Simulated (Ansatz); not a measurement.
# Al: what a guessed cell relaxes into

The task: take a trial cell of Al to zero force and stress.

Program: Ansatz 0.2.0. Level of theory: DFT PBE, scalar-relativistic, plane waves, PAW. These are calculated values, not measurements.

**1. The system as given**

The structure is tetragonal, space group I4/mmm (No. 139). Conventional cell: a = 3.477 Å, b = 3.477 Å, c = 2.814 Å, α = 90.00°, β = 90.00°, γ = 90.00°. Al (site symmetry 4/mmm) is surrounded by 10 Al at 2.81 to 2.83 Å.

Structure file:

```
Al
1.0
    -1.73849    1.73849    1.40724
     1.73849   -1.73849    1.40724
     1.73849    1.73849   -1.40724
Al
1
Cartesian
  0.0000 0.0000 1.4072
```

The start is the relaxed end of an invented cell (made as: 4-, 5-connected net of one element (C2/m, No. 12)), taken up again for a closer look.

**2. A first look at the guess**

input.yaml

```yaml
crystal:
  lattice:
    - [-1.7384941, 1.7384941, 1.4072383]
    - [1.7384941, -1.7384941, 1.4072383]
    - [1.7384941, 1.7384941, -1.4072383]
  atoms:
    - { symbol: Al, position: [0.5, 0.5, 0.0] }
basis:
  ecutwfc: 420
kpoints:
  mp_grid: { grid: [8, 8, 8] }
hamiltonian:
  xc: pbe
scf:
  occupations: { method: gaussian, width: 0.1 }
  lower_state_search: "off"
output:
  forces: true
  stress: true
  eigenvalues: true
```

Run with:

```sh
$ ansatz run input.yaml --threads 1 --pin off --max-ram 3072MiB --backend cpu --events-out ev --progress --plain --runs-dir out
```

Output, shortened:

```text
Warning: RAYON_NUM_THREADS=1 ignored (pool sized by the plan → 1); use --threads N
[...]
Pseudopotentials: kind: paw
Pseudopotential: Al, paw, valence charge 3, recommended cutoff 420 eV (normal), Al.paw.azcp
Functional definition: PBE
[...]
Crystal: 1 atoms, lattice volume = 17.013 Å³
Basis set: ecut = 420 eV, 333 PW (Γ), exchange–correlation on 40×40×40 points (8 copies of the dense FFT grid, shifted against one another)
Bands: 6, of which v1, the nominal top of the filled ones, is band 2 counted from 1 (1 counted from 0)
Symmetry: 16 space group operations
Space group: I4/mmm (ITA 139), of the structure as read, at distance tolerance 2.6e-5 Å
k-points: 59 of 512
[...]
SCF iter   1: F=—  HF=-537.417942 eV  |F-HF|=—  |Δ(HF+E_count)|=         —  Δρ=1.82e-3  dr2=5.43e-4  ethr=1.77e-3  ⟨swp⟩=4.8  Hψ=3074  notcnv=0
[...]
SCF iter   6: F=-537.417851 eV  HF=-537.417851 eV  |F-HF|=1.71e-12  |Δ(HF+E_count)|=  1.71e-10  Δρ=1.94e-7  dr2=6.63e-12  ethr=2.80e-11  ⟨swp⟩=2.4  Hψ=1216  notcnv=0
[...]
SCF converged after 6 iterations
Free energy (F): -537.417851 eV
[...]
E sigma→0 (E₀):  -537.416330 eV
Entropy (-TS):   -0.003042 eV (-3.042 meV/atom)
Fermi energy:    7.600286 eV
[...]
--- Forces (eV/Å), atoms counted from 1 ---
  atom   1  Al    -0.00000000     0.00000000     0.00000000
[...]
--- Stress (GPa, compression-positive) ---
        0.105152      -0.000000      -0.000000
       -0.000000       0.105152       0.000000
        0.000000      -0.000000      -2.109109
  P = ⅓ Tr σ = -0.6329 GPa (-6.329 kbar)
--- Band table (eV; the first three rows and the last of 59) ---
  k-point 0: bands = ["-3.3014", "17.6994", "19.6668", "19.6668", "20.6858", "22.9859"]
[...]
```

Wall time 0.38 s (1 thread of AMD EPYC 9R45 (Zen 5), shared host); peak memory 0.28 GiB.

Read-out: pressure -0.6 GPa, largest force 0.00 eV/Å, gap on this mesh none (metal). The relaxation goes to the converged mesh at once.

**3. Final relaxation**

input.yaml: that of step 2 with these lines changed.

```diff
@@ -10,3 +10,3 @@
 kpoints:
-  mp_grid: { grid: [8, 8, 8] }
+  mp_grid: { grid: [24, 24, 24] }
 hamiltonian:
@@ -15,3 +15,2 @@
   occupations: { method: gaussian, width: 0.1 }
-  lower_state_search: "off"
 output:
@@ -20 +19,10 @@
   eigenvalues: true
+  write_density: true
+  write_potential: true
+  elf: true
+  volumetric_format: npy
+relax:
+  adjacent_minimum: "off"
+  f_tol: 0.01
+  max_steps: 80
+  cell: { stress_tol: 0.05 }
```

Run with:

```sh
$ ansatz run input.yaml --threads 1 --pin off --max-ram 3072MiB --backend cpu --events-out ev --progress --plain --runs-dir out
```

Output, shortened:

```text
Warning: RAYON_NUM_THREADS=1 ignored (pool sized by the plan → 1); use --threads N
[...]
Pseudopotentials: kind: paw
Pseudopotential: Al, paw, valence charge 3, recommended cutoff 420 eV (normal), Al.paw.azcp
Functional definition: PBE
[...]
Crystal: 1 atoms, lattice volume = 17.013 Å³
Basis set: ecut = 420 eV, 333 PW (Γ), exchange–correlation on 40×40×40 points (8 copies of the dense FFT grid, shifted against one another)
Bands: 6, of which v1, the nominal top of the filled ones, is band 2 counted from 1 (1 counted from 0)
Symmetry: 16 space group operations
Space group: I4/mmm (ITA 139), of the structure as read, at distance tolerance 2.6e-5 Å
k-points: 1063 of 13824
[...]
SCF iter   1: F=—  HF=-537.430689 eV  |F-HF|=—  |Δ(HF+E_count)|=         —  Δρ=1.13e-3  dr2=1.95e-4  ethr=1.77e-3  ⟨swp⟩=4.8  Hψ=55239  notcnv=0
[...]
Entropy (-TS):   -0.001901 eV (-1.901 meV/atom)
Fermi energy:    7.579119 eV
[...]
--- Forces (eV/Å), atoms counted from 1 ---
  atom   1  Al     0.00000000     0.00000000     0.00000000
[...]
--- Stress (GPa, compression-positive) ---
        0.015963       0.000000       0.000000
        0.000000       0.015963       0.000000
        0.000000      -0.000000       0.017861
  P = ⅓ Tr σ = 0.0166 GPa (0.166 kbar)
--- Band table (eV; the first three rows and the last of 1063) ---
  k-point 0: bands = ["-3.2994", "17.7378", "19.7143", "19.7143", "20.7240", "22.9557"]
[...]
--- Relaxed structure (3 steps of the walk, 3 accepted, 1 SCFs on fresh bases) ---
  F+E_penalty+E_count = -537.43068171 eV   max|allowed force component| = 0.000e0 eV/Å   (the final SCF, on the basis selected at the relaxed cell)
  cell:  # Å, volume = 17.0052 Å³
    - [-1.736775107685031, 1.736775107685031, 1.4093992063222758]
    - [1.736775107685031, -1.736775107685031, 1.4093992063222758]
    - [1.736775107685031, 1.736775107685031, -1.4093992063222758]
  atoms:
    - { symbol: Al, position: [0.5, 0.5, 6.649610034905782e-35] }
```

It took 17 s on 1 thread of AMD EPYC 9R45 (Zen 5), shared host; peak memory 0.5 GiB.

Relaxation path:

```csv
step,energy from step 1 (eV/cell),largest force component (eV/Å),pressure (GPa),volume (Å³)
1,0.0000,0.0000,0.01,17.01
2,0.0000,0.0000,0.00,17.01
3,0.0000,0.0000,0.02,17.01
4,0.0000,0.0000,0.02,17.01
```

Step 1 is the start. Step 4 repeats the geometry before it on a plane-wave basis chosen anew for that cell, so its energy need not be comparable with the rows above.

Lengths and angles in the start's conventional setting:

|  | before | after | change |
| --- | --- | --- | --- |
| a (Å) | 3.477 | 3.474 | -0.1 % |
| b (Å) | 3.477 | 3.474 | -0.1 % |
| c (Å) | 2.814 | 2.819 | +0.2 % |
| volume (Å³/atom) | 17.01 | 17.01 | 0.0 % |
| shortest distance (Å) | 2.814 | 2.819 | +0.2 % |
| space group (0.01 Å) | I4/mmm | I4/mmm | same |

Forces and stress were held to the start's 16 operations: a distortion of lower symmetry was not tested.

Axes a, b and c in the maps are those of this run's conventional cell (a, b, c = 3.474, 3.474, 2.819 Å).

Density in a lattice plane of the grid's cell (edges 3.47 and 2.82 Å, at 0.000 of the third edge), which holds Al.

Ten even steps from '0' (0.07 e/Å³) to '9' (0.23 e/Å³):
```
999877654443334445677899
999987655443334455678999
999988765443334456788999
667888765443334456788876
334577776543334567777543
012357776543334567775321
000246776543334567764200
000135776543334567753100
000246776543334567764200
012357776543334567775321
334577776543334567777543
667888765443334456788876
999988765443334456788999
999987655443334455678999
999877654443334445677899
998876654443334445667889
```
Columns run along the first of these edges and rows up along the second, over one cell in 24 and 16 even steps from the bottom left corner. Atoms in the plane (fractional): Al at (0.00, 0.50).

ELF in the same plane.

Values, 10 rows by 12 columns:
```
0.66 0.64 0.60 0.51 0.41 0.33 0.29 0.33 0.41 0.51 0.60 0.64
0.53 0.57 0.61 0.55 0.44 0.34 0.30 0.34 0.44 0.55 0.61 0.57
0.12 0.22 0.45 0.55 0.47 0.35 0.30 0.35 0.47 0.55 0.44 0.22
0.16 0.07 0.19 0.48 0.48 0.36 0.29 0.36 0.48 0.48 0.19 0.07
0.36 0.15 0.09 0.43 0.49 0.36 0.29 0.36 0.49 0.43 0.09 0.15
0.16 0.07 0.19 0.48 0.48 0.36 0.29 0.36 0.48 0.48 0.19 0.07
0.12 0.22 0.44 0.55 0.47 0.35 0.30 0.35 0.47 0.55 0.45 0.22
0.53 0.57 0.61 0.55 0.44 0.34 0.30 0.34 0.44 0.55 0.61 0.57
0.66 0.64 0.60 0.51 0.41 0.33 0.29 0.33 0.41 0.51 0.60 0.64
0.65 0.62 0.57 0.49 0.39 0.32 0.29 0.32 0.39 0.49 0.57 0.62
```
Columns run along the first of these edges and rows up along the second, over one cell in 12 and 10 even steps from the bottom left corner. Atoms in the plane (fractional): Al at (0.00, 0.50).

Both are smooth fields of the valence electrons: close to the nuclei they are not physical.

The highest ELF values outside the cores: 0.66 on the Al–Al line, 1.2 Å from Al; 0.65 beside Al, off the lines to its neighbours, 1.1 Å from Al.

**4. Changing settings: occupations.width 0.025, lower_state_search standard**

input.yaml: that of step 3 with these lines changed.

```diff
@@ -14,11 +14,8 @@
 scf:
-  occupations: { method: gaussian, width: 0.1 }
+  occupations: { method: gaussian, width: 0.025 }
+  lower_state_search: standard
 output:
   forces: true
+  eigenvalues: true
   stress: true
-  eigenvalues: true
-  write_density: true
-  write_potential: true
-  elf: true
-  volumetric_format: npy
 relax:
```

Run with:

```sh
$ ansatz run input.yaml --threads 1 --pin off --max-ram 3072MiB --backend cpu --events-out ev --progress --plain --runs-dir out
```

Output, shortened:

```text
Warning: RAYON_NUM_THREADS=1 ignored (pool sized by the plan → 1); use --threads N
[...]
Pseudopotentials: kind: paw
Pseudopotential: Al, paw, valence charge 3, recommended cutoff 420 eV (normal), Al.paw.azcp
Functional definition: PBE
[...]
Crystal: 1 atoms, lattice volume = 17.013 Å³
Basis set: ecut = 420 eV, 333 PW (Γ), exchange–correlation on 40×40×40 points (8 copies of the dense FFT grid, shifted against one another)
Bands: 6, of which v1, the nominal top of the filled ones, is band 2 counted from 1 (1 counted from 0)
Symmetry: 16 space group operations
Space group: I4/mmm (ITA 139), of the structure as read, at distance tolerance 2.6e-5 Å
k-points: 1063 of 13824
[...]
SCF iter   1: F=—  HF=-537.429809 eV  |F-HF|=—  |Δ(HF+E_count)|=         —  Δρ=1.14e-3  dr2=1.95e-4  ethr=1.77e-3  ⟨swp⟩=4.9  Hψ=57495  notcnv=0
[...]
Fermi energy:    7.575634 eV
[...]
--- Forces (eV/Å), atoms counted from 1 ---
  atom   1  Al     0.00000000     0.00000000     0.00000000
[...]
--- Stress (GPa, compression-positive) ---
       -0.000015      -0.000000       0.000000
       -0.000000      -0.000015       0.000000
       -0.000000      -0.000000      -0.001573
  P = ⅓ Tr σ = -0.0005 GPa (-0.005 kbar)
--- Band table (eV; the first three rows and the last of 1063) ---
  k-point 0: bands = ["-3.2975", "17.7900", "19.7759", "19.7759", "20.7804", "22.9061"]
[...]
--- Relaxed structure (5 steps of the walk, 4 accepted, 1 SCFs on fresh bases) ---
  F+E_penalty+E_count = -537.42986371 eV   max|allowed force component| = 0.000e0 eV/Å   (the final SCF, on the basis selected at the relaxed cell)
  cell:  # Å, volume = 16.9989 Å³
    - [-1.7343922129590679, 1.7343922129590679, 1.4127506521042943]
    - [1.7343922129590679, -1.7343922129590679, 1.4127506521042943]
    - [1.7343922129590679, 1.7343922129590679, -1.4127506521042943]
  atoms:
    - { symbol: Al, position: [0.49999999999999994, 0.49999999999999994, 2.126526675001087e-34] }
```

Run time: 24 s. Hardware: 1 thread of AMD EPYC 9R45 (Zen 5), shared host; peak memory 0.49 GiB.

```
    run     ending        energy change  pressure (GPa)  gap (eV)  force (eV/Å)  cycles  time
 step 3  converged                    0             0.0      0.00          0.00       -  17 s
variant  converged  -0.1 meV/atom (σ→0)             0.0      0.00          0.00       -  24 s
```

Changing the smearing and search for lower states hardly moves the energy: -0.1 meV/atom.

**5. Outcome**

```
                              quantity                                                                      value
symmetry at the end (tolerance 0.05 Å)                                               space group I4/mmm (No. 139)
                     conventional cell  a = 3.474 Å, b = 3.474 Å, c = 2.819 Å, α = 90.00°, β = 90.00°, γ = 90.00°
                                volume                                                              17.01 Å³/atom
        energy over the standard state                                                              +0.07 eV/atom
                       gap on the mesh                                                               none (metal)
```

The space group I4/mmm (No. 139) is kept, at nearly the size of the first guess. It lies above the element's standard state, so it is metastable at best. No finished test with a distortion of lower symmetry is shown, so the end may be a saddle point.
